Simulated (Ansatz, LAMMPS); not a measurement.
# Squeezing and shearing amorphous TiO2 (84 atoms)

How stiff is amorphous TiO2 (84 atoms), and how do its levels respond to strain?

Calculated with Ansatz 0.2.0; Kohn-Sham DFT, PBE, PAW (set soft_1), plane waves.

## (1) Starting point

The cell holds 84 atoms: 28 Ti and 56 O. Cell: a = 10.489 Å, b = 10.489 Å, c = 10.489 Å, α = 90.0°, β = 90.0°, γ = 90.0°. 84 atoms (28 Ti, 56 O) placed at random at 3.55 g/cm³, melted at 5000 K for 10 ps at fixed volume with the Morse and Coulomb pair potential with partial charges (Pedone, Malavasi, Menziani, Cormack and Segre, J. Phys. Chem. B 110, 11780 (2006)). Quenched from 5000 K to 300 K at 10 K/ps and fixed volume, held 10 ps at zero pressure.

What the set-up can't give: The quench rate of 10 K/ps far exceeds what a furnace or splat quench reaches, so expect more defects and frozen-in strain than in a real sample. The network of bonds at the start is that of the classical potential that made the cell, and needn't be the one that DFT or experiment would give. Only the Γ point is sampled.

## (2) Single point at the start

The forces at the start show how far the geometry lies from a minimum of this functional.

File input.yaml:

```yaml
crystal:
  lattice:
    - [10.48863, 0.0, 0.0]
    - [0.0, 10.48863, 0.0]
    - [0.0, 0.0, 10.48863]
  atoms:
    - { symbol: Ti, position: [0.16893, 0.12061, 0.19036] }
    - { symbol: Ti, position: [0.96568, 0.1739, 0.43979] }
    - { symbol: Ti, position: [0.88804, 0.96314, 0.68497] }
    - { symbol: Ti, position: [0.5348, 0.54088, 0.04175] }
    - { symbol: Ti, position: [0.69272, 0.32262, 0.51052] }
    - { symbol: Ti, position: [0.80859, 0.76267, 0.93415] }
    - { symbol: Ti, position: [0.3702, 0.37464, 0.24815] }
    - { symbol: Ti, position: [0.93987, 0.35586, 0.74778] }
    - { symbol: Ti, position: [0.18962, 0.13913, 0.74043] }
    - { symbol: Ti, position: [0.40434, 0.25693, 0.95794] }
    - { symbol: Ti, position: [0.15473, 0.82859, 0.53044] }
    - { symbol: Ti, position: [0.41091, 0.864, 0.74424] }
    - { symbol: Ti, position: [0.99876, 0.52873, 0.08819] }
    - { symbol: Ti, position: [0.24015, 0.64176, 0.93071] }
    - { symbol: Ti, position: [0.61619, 0.13237, 0.74875] }
    - { symbol: Ti, position: [0.13556, 0.4602, 0.45514] }
    - { symbol: Ti, position: [0.9717, 0.7852, 0.25958] }
    - { symbol: Ti, position: [0.05396, 0.94366, 0.97295] }
    - { symbol: Ti, position: [0.91328, 0.6481, 0.62084] }
    - { symbol: Ti, position: [0.89901, 0.23521, 0.05624] }
    - { symbol: Ti, position: [0.38253, 0.11586, 0.45296] }
    - { symbol: Ti, position: [0.66352, 0.99474, 0.12022] }
    - { symbol: Ti, position: [0.36943, 0.91328, 0.06893] }
    - { symbol: Ti, position: [0.6357, 0.61351, 0.70543] }
    - { symbol: Ti, position: [0.39632, 0.69996, 0.3366] }
    - { symbol: Ti, position: [0.36189, 0.48281, 0.70116] }
    - { symbol: Ti, position: [0.68895, 0.60458, 0.33954] }
    - { symbol: Ti, position: [0.6442, 0.89854, 0.43962] }
    - { symbol: O, position: [0.09299, 0.27666, 0.74961] }
    - { symbol: O, position: [0.69163, 0.44527, 0.38852] }
    - { symbol: O, position: [0.26443, 0.88332, 0.64917] }
    - { symbol: O, position: [0.68678, 0.95753, 0.2791] }
    - { symbol: O, position: [0.28035, 0.15388, 0.59086] }
    - { symbol: O, position: [0.77956, 0.08865, 0.74594] }
    - { symbol: O, position: [0.88308, 0.31085, 0.90429] }
    - { symbol: O, position: [0.29871, 0.61815, 0.77672] }
    - { symbol: O, position: [0.38301, 0.8131, 0.20823] }
    - { symbol: O, position: [0.49512, 0.02095, 0.099] }
    - { symbol: O, position: [0.26298, 0.0718, 0.33374] }
    - { symbol: O, position: [0.76773, 0.12354, 0.08318] }
    - { symbol: O, position: [0.20653, 0.4067, 0.30892] }
    - { symbol: O, position: [0.08859, 0.02074, 0.80746] }
    - { symbol: O, position: [0.02114, 0.14716, 0.2792] }
    - { symbol: O, position: [0.30649, 0.14761, 0.86426] }
    - { symbol: O, position: [0.97977, 0.52625, 0.73579] }
    - { symbol: O, position: [0.27554, 0.73189, 0.44551] }
    - { symbol: O, position: [0.99879, 0.79909, 0.6225] }
    - { symbol: O, position: [0.39894, 0.86015, 0.90999] }
    - { symbol: O, position: [0.21645, 0.98661, 0.0837] }
    - { symbol: O, position: [0.38211, 0.61826, 0.02694] }
    - { symbol: O, position: [0.03114, 0.12104, 0.03886] }
    - { symbol: O, position: [0.15, 0.78931, 0.95107] }
    - { symbol: O, position: [0.76144, 0.90504, 0.56402] }
    - { symbol: O, position: [0.48262, 0.38568, 0.10425] }
    - { symbol: O, position: [0.82576, 0.71403, 0.31153] }
    - { symbol: O, position: [0.94603, 0.37716, 0.12835] }
    - { symbol: O, position: [0.49127, 0.99186, 0.45785] }
    - { symbol: O, position: [0.05517, 0.85903, 0.38728] }
    - { symbol: O, position: [0.98274, 0.06549, 0.57285] }
    - { symbol: O, position: [0.59407, 0.22681, 0.61252] }
    - { symbol: O, position: [0.90179, 0.89264, 0.86997] }
    - { symbol: O, position: [0.51484, 0.99581, 0.72681] }
    - { symbol: O, position: [0.26874, 0.45742, 0.56815] }
    - { symbol: O, position: [0.55429, 0.20421, 0.88881] }
    - { symbol: O, position: [0.56883, 0.73384, 0.39806] }
    - { symbol: O, position: [0.02507, 0.5874, 0.49816] }
    - { symbol: O, position: [0.60799, 0.5726, 0.88981] }
    - { symbol: O, position: [0.41231, 0.53539, 0.3062] }
    - { symbol: O, position: [0.95958, 0.87254, 0.11438] }
    - { symbol: O, position: [0.81098, 0.35512, 0.63888] }
    - { symbol: O, position: [0.28206, 0.23788, 0.12732] }
    - { symbol: O, position: [0.52872, 0.49168, 0.64677] }
    - { symbol: O, position: [0.51512, 0.73898, 0.68125] }
    - { symbol: O, position: [0.37199, 0.39277, 0.84768] }
    - { symbol: O, position: [0.69257, 0.85146, 0.02502] }
    - { symbol: O, position: [0.0475, 0.64519, 0.20198] }
    - { symbol: O, position: [0.13414, 0.52022, 0.98409] }
    - { symbol: O, position: [0.79767, 0.2105, 0.43603] }
    - { symbol: O, position: [0.88382, 0.62721, 0.00712] }
    - { symbol: O, position: [0.63484, 0.59786, 0.1693] }
    - { symbol: O, position: [0.76171, 0.60825, 0.56553] }
    - { symbol: O, position: [0.43403, 0.26174, 0.36613] }
    - { symbol: O, position: [0.77473, 0.71039, 0.77393] }
    - { symbol: O, position: [0.03934, 0.31513, 0.48116] }
kpoints:
  mp_grid: { grid: [1, 1, 1] }
hamiltonian:
  xc: pbe
  pseudopotentials: { kind: paw, azcp: { folder: soft_1 } }
scf:
  occupations: { method: fixed }
output:
  forces: true
```

On the command line:

```
$ ansatz run input.yaml --threads 4 --pin off --max-ram 8192MiB --backend cpu --events-out ev --progress --plain --runs-dir out
```

Numbers of over 12 decimals in the logs are rounded to 6 here.

What it wrote:

```text
[...]
Pseudopotentials: kind: paw
Pseudopotential: Ti, paw, valence charge 12, recommended cutoff 420 eV (normal), soft_1/Ti.paw.azcp
Pseudopotential: O, paw, valence charge 6, recommended cutoff 420 eV (normal), soft_1/O.paw.azcp
[... 5 lines on functional and potentials left out ...]
Crystal: 84 atoms, lattice volume = 1153.868 Å³
Basis set: ecut = 420 eV, 22647 PW (Γ), exchange–correlation on 144×144×144 points (8 copies of the dense FFT grid, shifted against one another)
Bands: 420, of which v1, the nominal top of the filled ones, is band 336 counted from 1 (335 counted from 0)
Symmetry: 1 space group operations
Space group: P1 (ITA 1), of the structure as read, at distance tolerance 1.0e-4 Å
k-points: 1
[... 5 lines on functional and potentials left out ...]
Initial density: superposition of atomic densities (chi_scale 0.1, normalization cell, long waves kept (reshape's long-wave potential 0.09 eV rms))
Initial wavefunctions: pseudopotential atomic-orbital guess
[...]
SCF iter   1: F=—  HF=-101884.294345 eV  |F-HF|=—  |Δ(HF+E_count)|=         —  Δρ=6.38e-2  dr2=5.82e1  ethr=3.10e-3  ⟨swp⟩=3.0  Hψ=1144  notcnv=0  defer=74
preconditioner: auto → Resta (q_TF=auto, 2.493 Å⁻¹)  ε∞=6.5  [insulator: Δε(μ)=2.824 eV  Ē_g=9.852 eV  n_scr=304 (ndim 8)  ℏωp=23.1 eV  f_vac=0.030  ε∞_Penn≈6.5]
[...]
SCF iter  16: F=—  HF=-101870.039175 eV  |F-HF|=—  |Δ(HF+E_count)|=   1.34e-7  Δρ=4.78e-6  dr2=3.60e-7  ethr=2.02e-10  ⟨swp⟩=2.0  Hψ=546  notcnv=0  defer=79
SCF iter  17: F=-101870.039176 eV  HF=-101870.039176 eV  |F-HF|=1.27e-8  |Δ(HF+E_count)|=   5.56e-8  Δρ=2.27e-6  dr2=9.08e-8  ethr=1.49e-11  ⟨swp⟩=2.0  Hψ=1270  notcnv=0
SCF 1 converged in 17 iterations: F = -101870.039176 eV  dr2 = 9.08e-8
[...]
SCF converged after 17 iterations
Free energy (F): -101870.039176 eV
Harris-Foulkes:  -101870.039176 eV  (|F-HF|=1.27e-8)
Internal energy: -101870.039176 eV  (E = F + TS)
E sigma→0 (E₀):  -101870.039176 eV
Fermi energy:    4.939341 eV
--- Per-component energies (eV) ---
[...]
Σ components = -101870.039176   (vs F -101870.039176, Δ=0.00e0)
--- Forces (eV/Å), atoms counted from 1 ---
  atom   1  Ti     0.67931928     0.55626065     0.07488158
  atom   2  Ti    -0.66330723    -0.59826989    -0.95532054
  atom   3  Ti     0.30742999     0.62411628    -0.04092653
  atom   4  Ti     0.22402876     0.95503208    -1.06337150
[...]
atom  84  O      0.85274922     1.97744062     0.86074977
  max |Σ_I F_I| component: 9.12e-5 eV/Å
```

Elapsed: 22 s, on 4 threads of Arm Neoverse V1, shared host; peak memory 1.5 GiB.

In the SCF lines HF is the Harris–Foulkes energy and dr2 the Hartree energy of the density residual, in eV; the loop may stop once dr2 is under the threshold and the program's other checks hold. Hψ counts applications of the Hamiltonian.

The r.m.s. force at the start is 1.0 eV/Å.

## (3) Cell and atoms relaxed

The cell is relaxed with the atoms, since the starting lattice needn't suit this functional.

File input.yaml:

```yaml
crystal:
  lattice:
    - [10.48863, 0.0, 0.0]
    - [0.0, 10.48863, 0.0]
    - [0.0, 0.0, 10.48863]
  atoms:
    [... the 84 atom lines of step 2 ...]
kpoints:
  mp_grid: { grid: [1, 1, 1] }
hamiltonian:
  xc: pbe
  pseudopotentials: { kind: paw, azcp: { folder: soft_1 } }
scf:
  occupations: { method: fixed }
output:
  forces: true
relax:
  f_tol: 0.05
  max_steps: 150
  cell: {}
```

What it wrote:

```text
[...]
Crystal: 84 atoms, lattice volume = 1153.868 Å³
Basis set: ecut = 420 eV, 22647 PW (Γ), exchange–correlation on 144×144×144 points (8 copies of the dense FFT grid, shifted against one another)
Bands: 420, of which v1, the nominal top of the filled ones, is band 336 counted from 1 (335 counted from 0)
Symmetry: 1 space group operations
[...]
k-points: 1
[...]
SCF iter   1: F=—  HF=-101884.294345 eV  |F-HF|=—  |Δ(HF+E_count)|=         —  Δρ=6.38e-2  dr2=5.82e1  ethr=3.10e-3  ⟨swp⟩=3.0  Hψ=1144  notcnv=0  defer=74
[...]
SCF iter  16: F=—  HF=-101870.039175 eV  |F-HF|=—  |Δ(HF+E_count)|=   1.34e-7  Δρ=4.78e-6  dr2=3.60e-7  ethr=2.02e-10  ⟨swp⟩=2.0  Hψ=546  notcnv=0  defer=79
SCF iter  17: F=-101870.039176 eV  HF=-101870.039176 eV  |F-HF|=1.28e-8  |Δ(HF+E_count)|=   5.56e-8  Δρ=2.27e-6  dr2=9.07e-8  ethr=1.49e-11  ⟨swp⟩=2.0  Hψ=1270  notcnv=0
SCF 1 converged in 17 iterations: F = -101870.039176 eV  dr2 = 9.07e-8
[...]
relax step   1: F+E_penalty+E_count = -101870.03917552 eV  Δ(F+E_penalty+E_count) = +0.000e0 eV  max|allowed force component| = 3.383e0 eV/Å  Δτ_max = 0.0000 Å  P = +6.518 GPa  Ω = 1153.868 Å³  (17 SCF iters, dr2 threshold 1.00e-7 eV, accepted)
[... from here on, the SCF cycles and remarks between the steps are left out ...]
relax step   2: F+E_penalty+E_count = -101873.99730382 eV  Δ(F+E_penalty+E_count) = -3.958e0 eV  max|allowed force component| = 1.524e0 eV/Å  Δτ_max = 0.1765 Å  P = +1.634 GPa  Ω = 1171.424 Å³  energy of the carried Pulay correction = -3.485e-2 eV  (10 SCF iters, dr2 threshold 8.40e-6 eV, accepted)
relax step   3: F+E_penalty+E_count = -101875.27653205 eV  Δ(F+E_penalty+E_count) = -1.279e0 eV  max|allowed force component| = 7.030e-1 eV/Å  Δτ_max = 0.2000 Å  P = +0.621 GPa  Ω = 1166.675 Å³  energy of the carried Pulay correction = -2.548e-2 eV  (9 SCF iters, dr2 threshold 8.40e-6 eV, accepted)
relax step   4: F+E_penalty+E_count = -101875.83495330 eV  Δ(F+E_penalty+E_count) = -5.584e-1 eV  max|allowed force component| = 4.391e-1 eV/Å  Δτ_max = 0.2000 Å  P = +0.251 GPa  Ω = 1160.209 Å³  energy of the carried Pulay correction = -1.265e-2 eV  (9 SCF iters, dr2 threshold 8.40e-6 eV, accepted)
relax step   5: F+E_penalty+E_count = -101876.07640345 eV  Δ(F+E_penalty+E_count) = -2.415e-1 eV  max|allowed force component| = 8.175e-1 eV/Å  Δτ_max = 0.1949 Å  P = -0.076 GPa  Ω = 1156.688 Å³  energy of the carried Pulay correction = -5.632e-3 eV  (9 SCF iters, dr2 threshold 8.40e-6 eV, accepted)
relax step   6: F+E_penalty+E_count = -101876.28994455 eV  Δ(F+E_penalty+E_count) = -2.135e-1 eV  max|allowed force component| = 1.982e-1 eV/Å  Δτ_max = 0.2000 Å  P = -0.021 GPa  Ω = 1154.874 Å³  energy of the carried Pulay correction = -2.012e-3 eV  (9 SCF iters, dr2 threshold 8.40e-6 eV, accepted)
relax step   7: F+E_penalty+E_count = -101876.38822918 eV  Δ(F+E_penalty+E_count) = -9.828e-2 eV  max|allowed force component| = 1.505e-1 eV/Å  Δτ_max = 0.2000 Å  P = -0.023 GPa  Ω = 1154.650 Å³  energy of the carried Pulay correction = -1.563e-3 eV  (10 SCF iters, dr2 threshold 2.46e-6 eV, accepted)
relax step   8: F+E_penalty+E_count = -101876.44623141 eV  Δ(F+E_penalty+E_count) = -5.800e-2 eV  max|allowed force component| = 1.155e-1 eV/Å  Δτ_max = 0.2000 Å  P = -0.041 GPa  Ω = 1154.707 Å³  energy of the carried Pulay correction = -1.678e-3 eV  (10 SCF iters, dr2 threshold 1.42e-6 eV, accepted)
relax step   9: F+E_penalty+E_count = -101876.44937228 eV  Δ(F+E_penalty+E_count) = -3.141e-3 eV  max|allowed force component| = 2.334e-1 eV/Å  Δτ_max = 0.2000 Å  P = -0.056 GPa  Ω = 1149.935 Å³  energy of the carried Pulay correction = +7.881e-3 eV  (11 SCF iters, dr2 threshold 8.34e-7 eV, rejected (line search))
relax step  10: F+E_penalty+E_count = -101876.46906324 eV  Δ(F+E_penalty+E_count) = -2.283e-2 eV  max|allowed force component| = 1.610e-1 eV/Å  Δτ_max = 0.0976 Å  P = +0.121 GPa  Ω = 1150.578 Å³  energy of the carried Pulay correction = +6.592e-3 eV  (15 SCF iters, accepted)
relax step  11: F+E_penalty+E_count = -101876.47596107 eV  Δ(F+E_penalty+E_count) = -6.898e-3 eV  max|allowed force component| = 1.997e-1 eV/Å  Δτ_max = 0.1000 Å  P = -0.065 GPa  Ω = 1149.290 Å³  energy of the carried Pulay correction = +9.177e-3 eV  (9 SCF iters, dr2 threshold 1.62e-6 eV, accepted)
relax step  12: F+E_penalty+E_count = -101876.52257100 eV  Δ(F+E_penalty+E_count) = -4.661e-2 eV  max|allowed force component| = 1.793e-1 eV/Å  Δτ_max = 0.1500 Å  P = -0.100 GPa  Ω = 1143.348 Å³  energy of the carried Pulay correction = +2.114e-2 eV  (10 SCF iters, dr2 threshold 2.49e-6 eV, accepted)
relax step  13: F+E_penalty+E_count = -101876.53998430 eV  Δ(F+E_penalty+E_count) = -1.741e-2 eV  max|allowed force component| = 3.284e-1 eV/Å  Δτ_max = 0.1087 Å  P = +0.142 GPa  Ω = 1138.109 Å³  energy of the carried Pulay correction = +3.174e-2 eV  (10 SCF iters, dr2 threshold 2.01e-6 eV, accepted)
relax step  14: F+E_penalty+E_count = -101876.59364645 eV  Δ(F+E_penalty+E_count) = -5.366e-2 eV  max|allowed force component| = 4.180e-1 eV/Å  Δτ_max = 0.2000 Å  P = -0.010 GPa  Ω = 1142.690 Å³  energy of the carried Pulay correction = +2.247e-2 eV  (10 SCF iters, dr2 threshold 6.74e-6 eV, accepted)
relax step  15: F+E_penalty+E_count = -101876.66384388 eV  Δ(F+E_penalty+E_count) = -7.020e-2 eV  max|allowed force component| = 2.537e-1 eV/Å  Δτ_max = 0.0927 Å  P = +0.102 GPa  Ω = 1138.156 Å³  energy of the carried Pulay correction = +3.164e-2 eV  (9 SCF iters, dr2 threshold 8.40e-6 eV, accepted)
relax step  16: F+E_penalty+E_count = -101876.67647350 eV  Δ(F+E_penalty+E_count) = -1.263e-2 eV  max|allowed force component| = 1.524e-1 eV/Å  Δτ_max = 0.0814 Å  P = -0.023 GPa  Ω = 1140.274 Å³  energy of the carried Pulay correction = +2.735e-2 eV  (9 SCF iters, dr2 threshold 4.02e-6 eV, accepted)
relax step  17: F+E_penalty+E_count = -101876.68054949 eV  Δ(F+E_penalty+E_count) = -4.076e-3 eV  max|allowed force component| = 1.293e-1 eV/Å  Δτ_max = 0.1100 Å  P = +0.057 GPa  Ω = 1137.584 Å³  energy of the carried Pulay correction = +3.281e-2 eV  (9 SCF iters, dr2 threshold 1.45e-6 eV, rejected (line search))
relax step  18: F+E_penalty+E_count = -101876.69251295 eV  Δ(F+E_penalty+E_count) = -1.604e-2 eV  max|allowed force component| = 9.506e-2 eV/Å  Δτ_max = 0.0550 Å  P = +0.003 GPa  Ω = 1138.570 Å³  energy of the carried Pulay correction = +3.081e-2 eV  (14 SCF iters, accepted)
relax step  19: F+E_penalty+E_count = -101876.69501118 eV  Δ(F+E_penalty+E_count) = -2.498e-3 eV  max|allowed force component| = 2.263e-2 eV/Å  Δτ_max = 0.0193 Å  P = -0.002 GPa  Ω = 1139.032 Å³  energy of the carried Pulay correction = +2.987e-2 eV  (8 SCF iters, dr2 threshold 5.65e-7 eV, accepted)
relax step  20: F+E_penalty+E_count = -101876.76327890 eV  Δ(F+E_penalty+E_count) = -6.827e-2 eV  max|allowed force component| = 2.127e-2 eV/Å  Δτ_max = 0.0000 Å  P = +0.100 GPa  Ω = 1139.032 Å³  stress off target by 4.11e-1 GPa  SCF on the basis re-selected at this cell (its energy is not comparable with the rows above)  (9 SCF iters)
relax step  21: F+E_penalty+E_count = -101876.76870981 eV  Δ(F+E_penalty+E_count) = -5.431e-3 eV  max|allowed force component| = 3.404e-2 eV/Å  Δτ_max = 0.0365 Å  P = +0.063 GPa  Ω = 1141.303 Å³  energy of the carried Pulay correction = -4.636e-3 eV  (9 SCF iters, dr2 threshold 4.23e-7 eV, accepted)
relax step  22: F+E_penalty+E_count = -101876.76703092 eV  Δ(F+E_penalty+E_count) = +1.679e-3 eV  max|allowed force component| = 5.308e-2 eV/Å  Δτ_max = 0.0090 Å  P = -0.104 GPa  Ω = 1143.002 Å³  energy of the carried Pulay correction = -8.116e-3 eV  (9 SCF iters, dr2 threshold 9.20e-8 eV, accepted)
relax step  23: F+E_penalty+E_count = -101876.77025170 eV  Δ(F+E_penalty+E_count) = -3.221e-3 eV  max|allowed force component| = 3.191e-2 eV/Å  Δτ_max = 0.0101 Å  P = -0.006 GPa  Ω = 1142.133 Å³  energy of the carried Pulay correction = -6.257e-3 eV  (9 SCF iters, dr2 threshold 1.76e-7 eV, accepted)
relax step  24: F+E_penalty+E_count = -101876.77776461 eV  Δ(F+E_penalty+E_count) = -7.513e-3 eV  max|allowed force component| = 3.193e-2 eV/Å  Δτ_max = 0.0000 Å  P = +0.006 GPa  Ω = 1142.133 Å³  stress off target by 3.38e-2 GPa  SCF on the basis re-selected at this cell (its energy is not comparable with the rows above)  (7 SCF iters)
[...]
SCF converged after 7 iterations
Free energy (F): -101876.777765 eV
[...]
Internal energy: -101876.777765 eV  (E = F + TS)
E sigma→0 (E₀):  -101876.777765 eV
Fermi energy:    4.944272 eV
[...]
Σ components = -101876.777765   (vs F -101876.777765, Δ=0.00e0)
--- Forces (eV/Å), atoms counted from 1 ---
  atom   1  Ti     0.01769105    -0.00668936    -0.00352024
  atom   2  Ti     0.00050748     0.00221709    -0.00287371
  atom   3  Ti    -0.01046180     0.00229833     0.00983258
  atom   4  Ti    -0.00857972     0.00286758    -0.00358182
[...]
atom  84  O     -0.00067567    -0.00523291    -0.00149568
  max |Σ_I F_I| component: 6.85e-6 eV/Å
--- Stress (GPa, compression-positive) ---
       -0.009661      -0.002993      -0.005834
       -0.002993       0.031663       0.007777
       -0.005834       0.007777      -0.002512
  P = ⅓ Tr σ = 0.0065 GPa (0.065 kbar)
--- Relaxed structure (22 steps of the walk, 20 accepted, 2 SCFs on fresh bases) ---
  F+E_penalty+E_count = -101876.77776461 eV   max|allowed force component| = 3.193e-2 eV/Å   (the final SCF, on the basis selected at the relaxed cell)
  cell:  # Å, volume = 1142.1329 Å³
    - [10.298545, -0.085055, -0.330032]
    - [-0.085055, 11.038789, 0.261383]
    - [-0.330032, 0.261383, 10.063882]
  atoms:
    - { symbol: Ti, position: [0.190991, 0.131426, 0.171460] }
    - { symbol: Ti, position: [0.952987, 0.190617, 0.413730] }
    - { symbol: Ti, position: [0.905287, 0.982384, 0.682657] }
    - { symbol: Ti, position: [0.530365, 0.564902, 0.048513] }
[...]
- { symbol: O, position: [0.00228524, 0.345937, 0.451924] }
```

Run time: 6.1 min. Hardware: 4 threads; peak memory 1.5 GiB; 23 min of CPU time.

The relaxation converged after 22 steps, with a largest force component of 0.032 eV/Å.

[end of part 1 of 4]

[Logs are printed without paths, hosts, clocks, repeated set-up lines and the standing remarks that a program may print on its own settings, such as how far it seeks lower states.]

[Hosts, paths, dates, database ids (printed as entryN), source tags and the programs' standing remarks are cut or masked in the printed files.]
